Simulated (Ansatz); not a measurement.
# Residual resistivity of an alloy: Ti(0001) with 2 layers of random Ti-Al, 2x2, part 2 of 2

Aim: the residual resistivity of a random alloy, from Ti(0001) with 2 layers of random Ti-Al, 2x2 and longer regions.

Ansatz 0.2.0; Ansatz plane-wave DFT, PBE, PAW files; ballistic transport by layer matching (Landauer), zero bias; PAW set soft_1.

So far. Step 3 (With 6 alloy layers): Over the solved energies the transmission per spin lies between 0.859 and 1.01, out of 2.71 channels of the lead on average (up to 3.22).

### 4. With 10 alloy layers

In 10 layers a share of 0.125 of the sites is given to Al at random. A fresh draw is used; the growth of the resistance with length is what counts.

System of this step: Ti(0001) with 10 layers of random Ti-Al, 2x2. The cell holds 80 atoms: 75 Ti and 5 Al. Its edges and angles: a = 5.900 Å, b = 5.900 Å, c = 46.860 Å, α = 90.0°, β = 90.0°, γ = 120.0°. It derives from Ti. Regions: lead, 40 atoms (40 Ti); scattering region, 40 atoms (35 Ti and 5 Al). The structure is stacked along c, and the current runs across the ab planes.

input.yaml reads:

```yaml
crystal:
  lattice:
    - [5.9, 0.0, 0.0]
    - [-2.95, 5.1095498823, 0.0]
    - [0.0, 0.0, 46.86]
  atoms:
    - { symbol: Ti, position: [0.1666666667, 0.3333333333, 0.025] }
    - { symbol: Ti, position: [0.1666666667, 0.8333333333, 0.025] }
    - { symbol: Ti, position: [0.6666666667, 0.3333333333, 0.025] }
    - { symbol: Ti, position: [0.6666666667, 0.8333333333, 0.025] }
    - { symbol: Ti, position: [0.3333333333, 0.1666666667, 0.075] }
    - { symbol: Ti, position: [0.3333333333, 0.6666666667, 0.075] }
    - { symbol: Ti, position: [0.8333333333, 0.1666666667, 0.075] }
    - { symbol: Ti, position: [0.8333333333, 0.6666666667, 0.075] }
    - { symbol: Ti, position: [0.1666666667, 0.3333333333, 0.125] }
    - { symbol: Ti, position: [0.1666666667, 0.8333333333, 0.125] }
    - { symbol: Ti, position: [0.6666666667, 0.3333333333, 0.125] }
    - { symbol: Ti, position: [0.6666666667, 0.8333333333, 0.125] }
    - { symbol: Ti, position: [0.3333333333, 0.1666666667, 0.175] }
    - { symbol: Ti, position: [0.3333333333, 0.6666666667, 0.175] }
    - { symbol: Ti, position: [0.8333333333, 0.1666666667, 0.175] }
    - { symbol: Ti, position: [0.8333333333, 0.6666666667, 0.175] }
    - { symbol: Ti, position: [0.1666666667, 0.3333333333, 0.225] }
    - { symbol: Ti, position: [0.1666666667, 0.8333333333, 0.225] }
    - { symbol: Ti, position: [0.6666666667, 0.3333333333, 0.225] }
    - { symbol: Ti, position: [0.6666666667, 0.8333333333, 0.225] }
    - { symbol: Ti, position: [0.3333333333, 0.1666666667, 0.275] }
    - { symbol: Ti, position: [0.3333333333, 0.6666666667, 0.275] }
    - { symbol: Ti, position: [0.8333333333, 0.1666666667, 0.275] }
    - { symbol: Ti, position: [0.8333333333, 0.6666666667, 0.275] }
    - { symbol: Ti, position: [0.1666666667, 0.3333333333, 0.325] }
    - { symbol: Ti, position: [0.1666666667, 0.8333333333, 0.325] }
    - { symbol: Ti, position: [0.6666666667, 0.3333333333, 0.325] }
    - { symbol: Ti, position: [0.6666666667, 0.8333333333, 0.325] }
    - { symbol: Ti, position: [0.3333333333, 0.1666666667, 0.375] }
    - { symbol: Ti, position: [0.3333333333, 0.6666666667, 0.375] }
    - { symbol: Ti, position: [0.8333333333, 0.1666666667, 0.375] }
    - { symbol: Ti, position: [0.8333333333, 0.6666666667, 0.375] }
    - { symbol: Ti, position: [0.1666666667, 0.3333333333, 0.425] }
    - { symbol: Ti, position: [0.1666666667, 0.8333333333, 0.425] }
    - { symbol: Ti, position: [0.6666666667, 0.3333333333, 0.425] }
    - { symbol: Ti, position: [0.6666666667, 0.8333333333, 0.425] }
    - { symbol: Ti, position: [0.3333333333, 0.1666666667, 0.475] }
    - { symbol: Ti, position: [0.3333333333, 0.6666666667, 0.475] }
    - { symbol: Ti, position: [0.8333333333, 0.1666666667, 0.475] }
    - { symbol: Al, position: [0.8333333333, 0.6666666667, 0.475] }
    - { symbol: Ti, position: [0.1666666667, 0.3333333333, 0.525] }
    - { symbol: Ti, position: [0.1666666667, 0.8333333333, 0.525] }
    - { symbol: Ti, position: [0.6666666667, 0.3333333333, 0.525] }
    - { symbol: Ti, position: [0.6666666667, 0.8333333333, 0.525] }
    - { symbol: Ti, position: [0.3333333333, 0.1666666667, 0.575] }
    - { symbol: Al, position: [0.3333333333, 0.6666666667, 0.575] }
    - { symbol: Ti, position: [0.8333333333, 0.1666666667, 0.575] }
    - { symbol: Ti, position: [0.8333333333, 0.6666666667, 0.575] }
    - { symbol: Ti, position: [0.1666666667, 0.3333333333, 0.625] }
    - { symbol: Ti, position: [0.1666666667, 0.8333333333, 0.625] }
    - { symbol: Al, position: [0.6666666667, 0.3333333333, 0.625] }
    - { symbol: Al, position: [0.6666666667, 0.8333333333, 0.625] }
    - { symbol: Al, position: [0.3333333333, 0.1666666667, 0.675] }
    - { symbol: Ti, position: [0.3333333333, 0.6666666667, 0.675] }
    - { symbol: Ti, position: [0.8333333333, 0.1666666667, 0.675] }
    - { symbol: Ti, position: [0.8333333333, 0.6666666667, 0.675] }
    - { symbol: Ti, position: [0.1666666667, 0.3333333333, 0.725] }
    - { symbol: Ti, position: [0.1666666667, 0.8333333333, 0.725] }
    - { symbol: Ti, position: [0.6666666667, 0.3333333333, 0.725] }
    - { symbol: Ti, position: [0.6666666667, 0.8333333333, 0.725] }
    - { symbol: Ti, position: [0.3333333333, 0.1666666667, 0.775] }
    - { symbol: Ti, position: [0.3333333333, 0.6666666667, 0.775] }
    - { symbol: Ti, position: [0.8333333333, 0.1666666667, 0.775] }
    - { symbol: Ti, position: [0.8333333333, 0.6666666667, 0.775] }
    - { symbol: Ti, position: [0.1666666667, 0.3333333333, 0.825] }
    - { symbol: Ti, position: [0.1666666667, 0.8333333333, 0.825] }
    - { symbol: Ti, position: [0.6666666667, 0.3333333333, 0.825] }
    - { symbol: Ti, position: [0.6666666667, 0.8333333333, 0.825] }
    - { symbol: Ti, position: [0.3333333333, 0.1666666667, 0.875] }
    - { symbol: Ti, position: [0.3333333333, 0.6666666667, 0.875] }
    - { symbol: Ti, position: [0.8333333333, 0.1666666667, 0.875] }
    - { symbol: Ti, position: [0.8333333333, 0.6666666667, 0.875] }
    - { symbol: Ti, position: [0.1666666667, 0.3333333333, 0.925] }
    - { symbol: Ti, position: [0.1666666667, 0.8333333333, 0.925] }
    - { symbol: Ti, position: [0.6666666667, 0.3333333333, 0.925] }
    - { symbol: Ti, position: [0.6666666667, 0.8333333333, 0.925] }
    - { symbol: Ti, position: [0.3333333333, 0.1666666667, 0.975] }
    - { symbol: Ti, position: [0.3333333333, 0.6666666667, 0.975] }
    - { symbol: Ti, position: [0.8333333333, 0.1666666667, 0.975] }
    - { symbol: Ti, position: [0.8333333333, 0.6666666667, 0.975] }
kpoints:
  mp_grid: { grid: [4, 4, 1] }
hamiltonian:
  xc: pbe
  pseudopotentials: { kind: paw, azcp: { folder: soft_1 } }
scf:
  occupations: { method: fermi_dirac, width: 0.1 }
output:
  transmission: { leads: [[0, 8]], kmesh: [8, 8], e_range: [-0.05, 0.05], de: 0.05 }
  write_potential: true
  write_density: true
  volumetric_format: npy
```

Started as:

```sh
> ansatz run input.yaml --threads 4 --pin off --max-ram 15360MiB --backend cpu --events-out ev --progress --plain --runs-dir out
```

Numbers of over 12 decimals in the logs are rounded to 6 here.

Log:

```text
[...]
Crystal: 80 atoms, lattice volume = 1412.658 Å³
Basis set: ecut = 420 eV, 27409 PW (Γ)
Bands: 549, of which v1, the nominal top of the filled ones, is band 458 counted from 1 (457 counted from 0)
Symmetry: 1 space group operations
[...]
k-points: 10 of 16 (time reversal used)
[...]
SCF iter   1: F=—  HF=-190209.639437 eV  |F-HF|=—  |Δ(HF+E_count)|=         —  Δρ=9.34e-2  dr2=2.07e4  ethr=3.10e-3  ⟨swp⟩=7.1  Hψ=20628  notcnv=0
[...]
SCF iter  12: F=-190167.955479 eV  HF=-190167.955479 eV  |F-HF|=1.29e-8  |Δ(HF+E_count)|=   6.29e-9  Δρ=7.09e-7  dr2=1.45e-8  ethr=1.09e-11  ⟨swp⟩=2.7  Hψ=10209  notcnv=0
SCF 1 converged in 12 iterations: F = -190167.955479 eV  dr2 = 1.45e-8
[...]
transmission: 201 of 1972 steps passed
transmission: 402 of 1972 steps passed
[...]
transmission: 1972 of 1972 steps passed
SCF converged after 12 iterations
Free energy (F): -190167.955479 eV
[...]
Internal energy: -190164.964398 eV  (E = F + TS)
E sigma→0 (E₀):  -190166.459939 eV
Entropy (-TS):   -2.991081 eV (-37.389 meV/atom)
Fermi energy:    12.597057 eV
[...]
--- Band table (eV; the first three rows and the last of 10) ---
  k-point 0: bands = [... 454 lower, 13.1138, 13.1342, 13.1378, 13.1381, 13.1449, 13.1521, 13.1738, 13.1894, ... 87 higher]
  k-point 1: bands = [... 454 lower, 12.8424, 12.8562, 12.8597, 12.8694, 12.8712, 12.8767, 12.8880, 12.8920, ... 87 higher]
  k-point 2: bands = [... 454 lower, 12.4123, 12.4515, 12.4662, 12.4752, 12.4896, 12.5003, 12.5158, 12.5692, ... 87 higher]
  k-point 9: bands = [... 454 lower, 12.4130, 12.4476, 12.4681, 12.4956, 12.4970, 12.5013, 12.5221, 12.5530, ... 87 higher]
--- Transmission ---
  basis      : 253 plane waves across, 58 finite elements along
  points     : 34, standing for a mesh of 8 x 8
[...]
channels       : 2.656250e0 a spin
[...]
junction   : crystal 0 to crystal 0, 3.99 to 46.16 Å
    transmission   : 7.626289e-1 a spin
[...]
```

Wall time 12 min (4 threads of Intel Xeon Platinum 8375C at 2.90GHz (Ice Lake), shared host); peak memory 9.1 GiB.

Numbers from this step:

| Property | Result |
| --- | --- |
| free energy | -190167.9555 eV |
| energy at zero smearing | -190166.4599 eV |
| Fermi energy | 12.60 eV |
| transmission per spin nearest the Fermi level | 0.7626 |
| step of the lead's potential | 0.8 meV |

Per spin. Table of transmission, zone mean by energy, zero at the Fermi level:

```csv
energy (eV),"transmission, zone mean"
-0.0500,0.699
0.0000,0.763
0.0500,0.813
```

Over the solved energies the transmission per spin lies between 0.699 and 0.813, out of 2.71 channels of the lead on average (up to 3.22).

### 5. Resistance against length

This step: Ansatz plane-wave DFT, PBE, PAW files; ballistic transport by layer matching (Landauer), zero bias; residual resistivity from the slope of the area resistance, atoms on the host's lattice; PAW set soft_1 (Ansatz 0.2.0).

Numbers from this step:

| Property | Result |
| --- | --- |
| resistivity | 124.5 µΩ cm |
| intercept | 0.8230 fΩ m² |
| scatter about the fit | 0.06532 fΩ m² |

Resistance, by row:

```csv
run,length (Å),T,channels N,RA (fΩ m²)
n2,4.686,1.391,2.708,1.36
n6,14.06,0.9484,2.708,2.666
n10,23.43,0.7583,2.708,3.695
```

Area resistance against length of the alloy:

```csv
length of the alloy (Å),area resistance (fΩ m²)
4.69,1.36
14.06,2.67
23.43,3.69
```

The area resistance goes from 1.4 to 3.7 fΩ m² between 4.7 and 23.4 Å, a slope of 125 µΩ cm.

By hand from the end points: (3.695 − 1.360) fΩ m² / (23.43 − 4.69) Å = 125 µΩ cm, since 1 fΩ m² per Å is 1000 µΩ cm.

### 6. Outcome

- resistivity from the slope: 125 µΩ cm
- area resistance over 4.69 Å: 1.36 fΩ m²
- area resistance over 14.1 Å: 2.67 fΩ m²
- area resistance over 23.4 Å: 3.69 fΩ m²

**Reading.** The slope gives 125 µΩ cm. The points scatter by 0.065 fΩ m² about the line, with one random draw a length in a 2x2 cell, so the slope is a rough value. Read with a model of isotropic scattering on a spherical Fermi surface and the lead's 0.70×10¹⁵ S/m², this slope means a mean free path near 8.8 Å; over these lengths the model's slope is within 3 % of its bulk resistivity. The draw over the shortest length came out nearly ordered, with 12 symmetry operations, so that point is a poor sample of a random alloy. The atoms sit on the host's lattice, so scattering by size misfit is left out.

[Logs are printed without paths, hosts, clocks, repeated set-up lines and the standing remarks that a program may print on its own settings, such as how far it seeks lower states.]

[Hosts, paths, dates, database ids (printed as entryN), source tags and the programs' standing remarks are cut or masked in the printed files.]
